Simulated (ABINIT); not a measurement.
The system is BAs.

```
As B
1.0
     0.00000    2.38850    2.38850
     2.38850    0.00000    2.38850
     2.38850    2.38850    0.00000
As B
1 1
Cartesian
  3.5827 3.5827 3.5827
  0.0000 0.0000 0.0000
```

Base run:

* Program: ABINIT 10.8.3 (patched build)
* Functional: TB-mBJ
* Potentials or basis: JTH PAW PBE v2.0
* Cutoff: 490 eV
* k mesh: 10 × 10 × 10
* Occupations: fermi-dirac, width 0.05 eV
* Spin: no spin polarisation

Its results: band gap on the k mesh 1.72 eV, indirect (least direct gap 3.77 eV).

Problem. After a change of settings the same cell gave: band gap on the k mesh 1.09 eV, indirect (least direct gap 3.25 eV). Which change was it?
A. functional from TB-mBJ to r2SCAN
B. functional from TB-mBJ to BLYP
C. functional from TB-mBJ to WC
D. functional from TB-mBJ to SCAN

Solution. C.

Caveats: the constant c of TB-mBJ comes from the pseudo density here, which moves gaps by up to 0.3 eV between sets of potentials (some runs).
